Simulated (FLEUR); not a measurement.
Input of a FLEUR MaX-R8.1 (later development tree) run:

File inp.xml:

```xml
<?xml version="1.0" encoding="UTF-8" standalone="no"?>
<fleurInput fleurInputVersion="0.39">
   <comment>
      ZrC                                                                                                 
   </comment>
   <calculationSetup>
      <cutoffs Kmax="4.8" Gmax="14.9" GmaxXC="14.9" numbands="0"/>
      <scfLoop itmax="60" minDistance="0.00001" maxIterBroyd="15" imix="Anderson" alpha="0.05" precondParam="0.0" spinf="2.0" sdNocoIR="T"/>
      <coreElectrons ctail="T" frcor="F" kcrel="0" coretail_lmax="0"/>
      <xcFunctional name="PBEs" relativisticCorrections="F"/>
      <magnetism jspins="1"/>
      <soc l_soc="F" theta="0.0" phi="0.0" spav="F"/>
      <expertModes spex="0" secvar="F"/>
      <geometryOptimization l_f="F" forcealpha="1.0" forcemix="BFGS" epsdisp="0.00001" epsforce="0.00001"/>
      <ldaU l_linMix="F" mixParam="0.05" spinf="1.0"/>
   </calculationSetup>
   <cell>
      <bzIntegration valenceElectrons="16.0" mode="hist" fermiSmearingEnergy="0.00183747">
         <kPointListSelection listName="default-1"/>
         <!-- k-points included here -->
         <xi:include xmlns:xi="http://www.w3.org/2001/XInclude" href="kpts.xml"> </xi:include>
      </bzIntegration>
      <!-- symmetry operations included here -->
      <xi:include xmlns:xi="http://www.w3.org/2001/XInclude" href="sym.xml"> </xi:include>
      <bulkLattice scale="1.0">
         <bravaisMatrix>
            <row-1>    0.0000000000000000     4.3149673635273258     4.3149673635273258</row-1>
            <row-2>    4.3149673635273258     0.0000000000000000     4.3149673635273258</row-2>
            <row-3>    4.3149673635273258     4.3149673635273258     0.0000000000000000</row-3>
         </bravaisMatrix>
      </bulkLattice>
   </cell>
   <atomSpecies>
      <species name="Zirconium (Zr)" element="Zr" atomicNumber="40">
         <mtSphere radius="2.31" gridPoints="801" logIncrement="0.016"/>
         <atomicCutoffs lmax="10" lnonsphr="10"/>
         <electronConfig flipSpins="F">
            <coreConfig>(1s1/2) (2s1/2) (2p1/2) (2p3/2) (3s1/2) (3p1/2) (3p3/2) (3d3/2) (3d5/2)</coreConfig>
            <valenceConfig>(4s1/2) (4p1/2) (4p3/2) (5s1/2) (4d3/2) (4d5/2)</valenceConfig>
            <stateOccupation state="(4d3/2)" spinUp="0.400000" spinDown="0.400000"/>
            <stateOccupation state="(4d5/2)" spinUp="0.600000" spinDown="0.600000"/>
         </electronConfig>
         <energyParameters s="5" p="5" d="4" f="4"/>
         <lo type="SCLO" l="0" n="4" eDeriv="0"/>
         <lo type="SCLO" l="1" n="4" eDeriv="0"/>
         <lo type="SCLO" l="1" n="4" eDeriv="1"/>
         <lo type="SCLO" l="2" n="4" eDeriv="2"/>
         <lo type="SCLO" l="3" n="4" eDeriv="2"/>
      </species>
      <species name="Carbon (C)" element="C" atomicNumber="6">
         <mtSphere radius="1.5" gridPoints="519" logIncrement="0.02"/>
         <atomicCutoffs lmax="8" lnonsphr="8"/>
         <electronConfig flipSpins="F">
            <coreConfig>(1s1/2)</coreConfig>
            <valenceConfig>(2s1/2) (2p1/2) (2p3/2)</valenceConfig>
            <stateOccupation state="(2p1/2)" spinUp="0.333333" spinDown="0.333333"/>
            <stateOccupation state="(2p3/2)" spinUp="0.666667" spinDown="0.666667"/>
         </electronConfig>
         <energyParameters s="2" p="2" d="3" f="4"/>
         <lo type="SCLO" l="0" n="2" eDeriv="2"/>
         <lo type="SCLO" l="1" n="2" eDeriv="2"/>
         <lo type="SCLO" l="2" n="3" eDeriv="2"/>
      </species>
   </atomSpecies>
   <atomGroups>
      <atomGroup species="Zirconium (Zr)">
         <relPos label="                   1">1.000/2.000 1.000/2.000 1.000/2.000</relPos>
         <force calculate="T" relaxXYZ="TTT"/>
      </atomGroup>
      <atomGroup species="Carbon (C)">
         <relPos label="                   2">.0000000000 .0000000000 .0000000000</relPos>
         <force calculate="T" relaxXYZ="TTT"/>
      </atomGroup>
   </atomGroups>
   <output dos="F" band="F" slice="F">
      <checks vchk="F" cdinf="F"/>
      <bandDOS minEnergy="-.5*Htr" maxEnergy="0.5*Htr" sigma="0.015" storeEVData="T"/>
      <vacuumDOS vacdos="F" integ="F" star="F" nstars="0" locx1="0.0" locy1="0.0" locx2="0.0" locy2="0.0" nstm="0" tworkf="0.0"/>
      <unfoldingBand unfoldBand="F" supercellX="1" supercellY="1" supercellZ="1"/>
      <plotting iplot="0" polar="F">
         <plot TwoD="T" vec1="  1.0  0.0  0.0" vec2="  0.0  1.0  0.0" vec3="  0.0  0.0  1.0" zero="  0.0  0.0  0.0" file="plot"/>
      </plotting>
      <chargeDensitySlicing numkpt="0" minEigenval="0.0" maxEigenval="0.0" nnne="0" pallst="F"/>
      <specialOutput eonly="F"/>
      <moessbauerParams electricFieldGradient="T" isomerShift="T" coreHyperfine="T" valenceHyperfine="T"/>
      <magneticCircularDichroism mcd="F" energyLo="-10.0" energyUp="0.0"/>
   </output>
  <!-- We include the file relax.xml here to enable relaxations (see documentation) -->
  <xi:include xmlns:xi="http://www.w3.org/2001/XInclude" href="relax.xml"> <xi:fallback/> </xi:include>
</fleurInput>
```

The input crystal.txt:

```
ZrC
&input cartesian=F /
0.0000000000  2.2833823946  2.2833823946
2.2833823946  0.0000000000  2.2833823946
2.2833823946  2.2833823946  0.0000000000
1.8897261246
1.0 1.0 1.0

2
40 0.5000000000  0.5000000000  0.5000000000
6 0.0000000000  0.0000000000  0.0000000000

&kpt div1=10 div2=10 div3=10 gamma=T /
```

Potentials or basis: all-electron, FLAPW.

The run is started by

```console
$ inpgen -f crystal.txt -profile fastHighL
$ # inp.xml edited to the form shown
$ fleur_MPI
```

Q: Estimate the band gap on the k mesh.

A: None (metal or under the smearing width).

Core levels (eV from the Fermi level):
```
atom                                                                                                                             levels
1 Zr  1s1/2 -17798.2, 2s1/2 -2459.6, 2p1/2 -2251.3, 2p3/2 -2165.6, 3s1/2 -396.8, 3p1/2 -319.3, 3p3/2 -305.6, 3d3/2 -168.9, 3d5/2 -166.4
 2 C                                                                                                                       1s1/2 -263.1
```
